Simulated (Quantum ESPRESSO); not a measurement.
# AlN (P6_3mc) in Quantum ESPRESSO: notebook

The runs below take AlN through single point, with PBE, LDA.

Everything below comes from runs of Quantum ESPRESSO 7.5. Logs are shortened: lines on timing, memory, paths and dates and some standing lists are left out, and cuts for length are marked.

**Measured values to compare with.**

From “Self-assembly of well-separated AlN nanowires directly on sputtered metallic TiN films”, 2019, arxiv:1910.07391, for a bulk crystal of AlN at 10 K: band gap 6.034 eV (an exciton energy, a little under the gap).

The runs below are set against these values where they give the same quantity.

## (1) Starting point

Symmetry: P6_3mc, No. 186, hexagonal system. Conventional cell: a = 3.113 Å, b = 3.113 Å, c = 4.981 Å, α = 90.00°, β = 90.00°, γ = 120.00°. Around Al (site symmetry 3m) lie 4 N at 1.89 Å. N (site symmetry 3m) is surrounded by 4 Al at 1.89 Å.

## (2) Single point, PBE

scf.in reads:

```
&CONTROL
  calculation = 'scf'
  prefix = 'pwscf'
  outdir = './tmp'
  pseudo_dir = './pseudo'
/
&SYSTEM
  ibrav = 0
  nat = 4
  ntyp = 2
  ecutwfc = 84
  nbnd = 14
  occupations = 'smearing'
  smearing = 'fd'
  degauss = 0.00367493
  force_symmorphic = .true.
/
&ELECTRONS
  conv_thr = 8d-10
  electron_maxstep = 120
  mixing_beta = 0.5
/
ATOMIC_SPECIES
Al    26.9815 Al.upf
N     14.0070 N.upf
CELL_PARAMETERS bohr
   5.8827174260    0.0000000000    0.0000000000
  -2.9413587130    5.0945827342    0.0000000000
   0.0000000000    0.0000000000    9.4127258268
ATOMIC_POSITIONS bohr
Al     2.9413587133    1.6981942446    4.7063629134
Al    -0.0000000003    3.3963884896    0.0000000000
N      2.9413587133    1.6981942446    8.2831987275
N     -0.0000000003    3.3963884896    3.5768358142
K_POINTS automatic
4 4 3 0 0 0
```

nscf.in reads:

```
&CONTROL
  calculation = 'nscf'
  prefix = 'pwscf'
  outdir = './tmp'
  pseudo_dir = './pseudo'
/
&SYSTEM
  ibrav = 0
  nat = 4
  ntyp = 2
  ecutwfc = 84
  nbnd = 208
  occupations = 'fixed'
  force_symmorphic = .true.
/
&ELECTRONS
  conv_thr = 1d-08
  diago_full_acc = .true.
  diago_thr_init = 1d-06
/
ATOMIC_SPECIES
Al    26.9815 Al.upf
N     14.0070 N.upf
CELL_PARAMETERS bohr
   5.8827174260    0.0000000000    0.0000000000
  -2.9413587130    5.0945827342    0.0000000000
   0.0000000000    0.0000000000    9.4127258268
ATOMIC_POSITIONS bohr
Al     2.9413587133    1.6981942446    4.7063629134
Al    -0.0000000003    3.3963884896    0.0000000000
N      2.9413587133    1.6981942446    8.2831987275
N     -0.0000000003    3.3963884896    3.5768358142
K_POINTS automatic
4 4 3 0 0 0
```

Potentials or basis: PseudoDojo 0.5 SR PBE standard.

On the command line:

```sh
$ OMP_NUM_THREADS=1 pw.x -in scf.in > scf.out
$ OMP_NUM_THREADS=1 pw.x -in nscf.in > nscf.out
```

scf.out:

```text
This program is part of the open-source Quantum ESPRESSO suite
     for quantum simulation of materials; please cite
[... 9 lines left out ...]
     --------------------
     sticks:   dense  smooth     PW     G-vecs:    dense   smooth      PW
     Sum         805     805    235                29383    29383    4547

     Using Slab Decomposition

     bravais-lattice index     =            0
     lattice parameter (alat)  =       5.8827  a.u.
     unit-cell volume          =     282.0993 (a.u.)^3
     number of atoms/cell      =            4
     number of atomic types    =            2
     number of electrons       =        16.00
     number of Kohn-Sham states=           14
     kinetic-energy cutoff     =      84.0000  Ry
     charge density cutoff     =     336.0000  Ry
     scf convergence threshold =      8.0E-10
     mixing beta               =       0.5000
     number of iterations used =            8  plain     mixing
     Exchange-correlation= PBE
                           (   1   4   3   4   0   0   0)

     celldm(1)=   5.882717  celldm(2)=   0.000000  celldm(3)=   0.000000
     celldm(4)=   0.000000  celldm(5)=   0.000000  celldm(6)=   0.000000

     crystal axes: (cart. coord. in units of alat)
               a(1) = (   1.000000   0.000000   0.000000 )
               a(2) = (  -0.500000   0.866025   0.000000 )
               a(3) = (   0.000000   0.000000   1.600064 )

     reciprocal axes: (cart. coord. in units 2 pi/alat)
               b(1) = (  1.000000  0.577350 -0.000000 )
               b(2) = (  0.000000  1.154701  0.000000 )
               b(3) = (  0.000000 -0.000000  0.624975 )

     PseudoPot. # 1 for Al read from file:
     Al.upf
     Pseudo is Norm-conserving + core correction, Zval =  3.0
     Generated using ONCVPSP code by D. R. Hamann
     Using radial grid of 1876 points,  6 beta functions with:
                l(1) =   0
                l(2) =   0
                l(3) =   1
                l(4) =   1
                l(5) =   2
                l(6) =   2

     PseudoPot. # 2 for N  read from file:
     N.upf
     Pseudo is Norm-conserving + core correction, Zval =  5.0
     Generated using ONCVPSP code by D. R. Hamann
     Using radial grid of 1058 points,  4 beta functions with:
                l(1) =   0
                l(2) =   0
                l(3) =   1
                l(4) =   1

     atomic species   valence    mass     pseudopotential
     Al                3.00    26.98150     Al( 1.00)
     N                 5.00    14.00700     N ( 1.00)

      6 Sym. Ops. (no inversion) found

   Cartesian axes

     site n.     atom                  positions (alat units)
         1        Al     tau(   1) = (   0.5000000   0.2886751   0.8000321  )
         2        Al     tau(   2) = (  -0.0000000   0.5773503   0.0000000  )
         3        N      tau(   3) = (   0.5000000   0.2886751   1.4080565  )
         4        N      tau(   4) = (  -0.0000000   0.5773503   0.6080244  )

     number of k points=     9  Fermi-Dirac smearing, width (Ry)=  0.0037
                       cart. coord. in units 2pi/alat
        k(    1) = (   0.0000000   0.0000000   0.0000000), wk =   0.0416667
        k(    2) = (   0.0000000   0.0000000   0.2083250), wk =   0.0833333
        k(    3) = (   0.0000000   0.2886751   0.0000000), wk =   0.2500000
        k(    4) = (   0.0000000   0.2886751   0.2083250), wk =   0.2500000
        k(    5) = (   0.0000000  -0.5773503   0.0000000), wk =   0.1250000
        k(    6) = (   0.0000000  -0.5773503   0.2083250), wk =   0.2500000
        k(    7) = (   0.2500000   0.4330127   0.0000000), wk =   0.2500000
        k(    8) = (   0.2500000   0.4330127   0.2083250), wk =   0.5000000
        k(    9) = (   0.0000000  -0.2886751   0.2083250), wk =   0.2500000

     Dense  grid:    29383 G-vectors     FFT dimensions: (  36,  36,  60)

     Initial potential from superposition of free atoms

     starting charge      15.9951, renormalised to      16.0000
     Starting wfcs are   16 randomized atomic wfcs

     Self-consistent Calculation

     iteration #  1     ecut=    84.00 Ry     beta= 0.50
     Davidson diagonalization with overlap
     ethr =  1.00E-02,  avg # of iterations =  3.9

     total energy              =     -50.81769183 Ry
     estimated scf accuracy    <       1.20599588 Ry

     iteration #  2     ecut=    84.00 Ry     beta= 0.50
     Davidson diagonalization with overlap
     ethr =  7.54E-03,  avg # of iterations =  2.0

     total energy              =     -51.15368753 Ry
     estimated scf accuracy    <       0.13698856 Ry

     iteration #  3     ecut=    84.00 Ry     beta= 0.50
     Davidson diagonalization with overlap
     ethr =  8.56E-04,  avg # of iterations =  2.1

     total energy              =     -51.17187551 Ry
     estimated scf accuracy    <       0.01076697 Ry

     iteration #  4     ecut=    84.00 Ry     beta= 0.50
     Davidson diagonalization with overlap
     ethr =  6.73E-05,  avg # of iterations =  5.8

     total energy              =     -51.17414662 Ry
     estimated scf accuracy    <       0.00795922 Ry

     iteration #  5     ecut=    84.00 Ry     beta= 0.50
     Davidson diagonalization with overlap
     ethr =  4.97E-05,  avg # of iterations =  2.3

     total energy              =     -51.17461907 Ry
     estimated scf accuracy    <       0.00068103 Ry

     iteration #  6     ecut=    84.00 Ry     beta= 0.50
     Davidson diagonalization with overlap
     ethr =  4.26E-06,  avg # of iterations =  6.3

     total energy              =     -51.17473697 Ry
     estimated scf accuracy    <       0.00002441 Ry

     iteration #  7     ecut=    84.00 Ry     beta= 0.50
     Davidson diagonalization with overlap
     ethr =  1.53E-07,  avg # of iterations =  3.0

     total energy              =     -51.17475523 Ry
     estimated scf accuracy    <       0.00004774 Ry

     iteration #  8     ecut=    84.00 Ry     beta= 0.50
     Davidson diagonalization with overlap
     ethr =  1.53E-07,  avg # of iterations =  1.1

     total energy              =     -51.17475413 Ry
     estimated scf accuracy    <       0.00001003 Ry

     iteration #  9     ecut=    84.00 Ry     beta= 0.50
     Davidson diagonalization with overlap
     ethr =  6.27E-08,  avg # of iterations =  1.9

     total energy              =     -51.17475498 Ry
     estimated scf accuracy    <       0.00000083 Ry

     iteration # 10     ecut=    84.00 Ry     beta= 0.50
     Davidson diagonalization with overlap
     ethr =  5.17E-09,  avg # of iterations =  2.1

     total energy              =     -51.17475516 Ry
     estimated scf accuracy    <       0.00000002 Ry

     iteration # 11     ecut=    84.00 Ry     beta= 0.50
     Davidson diagonalization with overlap
     ethr =  1.40E-10,  avg # of iterations =  3.9

     total energy              =     -51.17475518 Ry
     estimated scf accuracy    <          2.7E-09 Ry

     iteration # 12     ecut=    84.00 Ry     beta= 0.50
     Davidson diagonalization with overlap
     ethr =  1.69E-11,  avg # of iterations =  2.0

     total energy              =     -51.17475518 Ry
     estimated scf accuracy    <          1.6E-09 Ry

     iteration # 13     ecut=    84.00 Ry     beta= 0.50
     Davidson diagonalization with overlap
     ethr =  9.97E-12,  avg # of iterations =  1.0

     End of self-consistent calculation

          k = 0.0000 0.0000 0.0000 (  3693 PWs)   bands (ev):

    -8.0280  -5.8745   1.1385   6.2883   6.2883   6.9405   6.9405   7.1196
    11.3360  13.7874  17.7083  18.2994  18.2994  20.2865

          k = 0.0000 0.0000 0.2083 (  3670 PWs)   bands (ev):

    -7.6128  -6.5785   2.4844   5.2374   6.4443   6.4443   6.7704   6.7704
    12.7729  13.9089  17.2705  18.2917  18.3156  18.3157

          k = 0.0000 0.2887 0.0000 (  3659 PWs)   bands (ev):

    -7.2802  -5.5072   2.0516   3.6938   4.6901   5.5779   6.6829   6.7380
    13.3241  14.7433  15.2103  17.1582  18.7650  19.0745

          k = 0.0000 0.2887 0.2083 (  3688 PWs)   bands (ev):

    -6.9155  -6.0485   2.5848   3.6953   4.7448   5.8331   6.2616   6.4081
    13.2230  14.2856  16.0012  17.0545  18.3547  19.3539

          k = 0.0000-0.5774 0.0000 (  3658 PWs)   bands (ev):

    -6.0624  -5.3664   1.6967   2.9872   3.7862   5.0561   5.3499   6.4614
    12.9369  12.9539  15.3220  17.4121  18.0480  19.2991

          k = 0.0000-0.5774 0.2083 (  3662 PWs)   bands (ev):

    -5.8718  -5.5177   1.4060   1.9903   4.9956   5.3547   6.0474   6.0507
    12.0980  12.9622  16.2173  16.9162  18.4363  19.2222

          k = 0.2500 0.4330 0.0000 (  3671 PWs)   bands (ev):

    -6.1585  -5.2845   2.5369   3.0663   3.5986   4.2937   5.3528   5.6893
    12.8584  14.9768  16.0568  16.9271  17.9821  19.1571

          k = 0.2500 0.4330 0.2083 (  3661 PWs)   bands (ev):

    -5.9372  -5.4959   2.2244   2.3820   3.9139   4.6156   5.4256   6.3704
    13.5191  14.1414  15.8878  16.5374  18.4442  18.7118

          k = 0.0000-0.2887 0.2083 (  3688 PWs)   bands (ev):

    -6.9155  -6.0485   2.5848   3.6953   4.7448   5.8331   6.2616   6.4081
    13.2230  14.2856  16.0012  17.0545  18.3547  19.3533

     the Fermi energy is     9.7936 ev

!    total energy              =     -51.17475518 Ry
     estimated scf accuracy    <          5.4E-10 Ry
     smearing contrib. (-TS)   =      -0.00000000 Ry
     internal energy E=F+TS    =     -51.17475518 Ry

     The total energy is F=E-TS. E is the sum of the following terms:
     one-electron contribution =      -2.08010102 Ry
     hartree contribution      =      11.39223453 Ry
     xc contribution           =     -17.00044040 Ry
     ewald contribution        =     -43.48644828 Ry

     convergence has been achieved in  13 iterations

=------------------------------------------------------------------------------=
   JOB DONE.
=------------------------------------------------------------------------------=
```

It took 82 s on 1 thread of Arm Neoverse V1, shared host; peak memory 0.1 GiB.

Results:

```yaml
Band_gap_on_the_k_mesh_mean-field_level: 4.22 eV, direct
```

Caveat: the k mesh is coarse (spacing up to 0.58 Å⁻¹), so the values aren't converged; a mesh with odd counts misses the zone's faces, so its gaps can be larger than the crystal's. Expect the measured gap to be larger: semilocal functionals such as PBE lack the derivative discontinuity.

(Continued in part 2 of 2.)
